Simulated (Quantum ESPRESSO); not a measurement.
Set up this calculation in Quantum ESPRESSO 7.5, as the native input.

* Task: single point
* Functional: PBEsol
* Potentials or basis: GBRV 1.5 PBEsol
* Cutoff: 612 eV
* Density cutoff: 4898 eV
* k mesh: 10 × 10 × 10
* Occupations: fermi-dirac, width 0.05 eV
* Spin: no spin polarisation
* Hubbard terms: Mo d U = 1 eV
* Hubbard projectors: ortho-atomic
* Mixing beta: 0.3
* Most SCF iterations: 120
* SCF threshold: 6e-10 Ry

Crystal: MoS2.

```
Mo S
1.0
     1.58000    0.91221    6.15000
    -1.58000    0.91221    6.15000
     0.00000   -1.82443    6.15000
Mo S
1 2
Direct
  0.00000 0.00000 0.00000
  0.41700 0.41700 0.41700
  0.25000 0.25000 0.25000
```

Measurements of this composition are mostly on another form, of space group No. 194.

These files were run (other wordings do the same):

pw.in

```
&CONTROL
  calculation = 'scf'
  prefix = 'pwscf'
  outdir = './tmp'
  pseudo_dir = './pseudo'
  tprnfor = .true.
  tstress = .true.
  disk_io = 'nowf'
/
&SYSTEM
  ibrav = 0
  A = 6.41490712
  nat = 3
  ntyp = 2
  ecutwfc = 45
  ecutrho = 360
  nbnd = 23
  occupations = 'smearing'
  smearing = 'fd'
  degauss = 0.00367493
/
&ELECTRONS
  conv_thr = 6d-10
  electron_maxstep = 120
  mixing_beta = 0.3
/
ATOMIC_SPECIES
Mo    95.9500 mo_pbesol_v1.uspp.F.UPF
S     32.0600 s_pbesol_v1.4.uspp.F.UPF
CELL_PARAMETERS alat
   0.2463013058    0.1422021252    0.9587044496
  -0.2463013058    0.1422021252    0.9587044496
   0.0000000000   -0.2844042504    0.9587044496
ATOMIC_POSITIONS alat
Mo     0.0000000000    0.0000000000    0.0000000000
S      0.0000000000    0.0000000000    1.1993392665
S      0.0000000000    0.0000000000    0.7190283372
K_POINTS automatic
10 10 10 0 0 0
HUBBARD {ortho-atomic}
U Mo-4d 1.0
```

Potentials or basis: GBRV 1.5 PBEsol.

Launch:

```console
$ OMP_NUM_THREADS=1 mpirun -n 2 pw.x -nk 2 -in pw.in > pw.out
```

Results of the run:

```
Pressure               : 0.0 GPa
Largest force          : 0.243 eV/Å
Band gap on the k mesh : 0.93 eV, indirect (least direct gap 1.93 eV)
```

It took 2 min on 2 MPI ranks on AMD EPYC 7R43 64-Core Processor (Zen 3), with other jobs on the host, peak memory 0.38 GiB a rank.
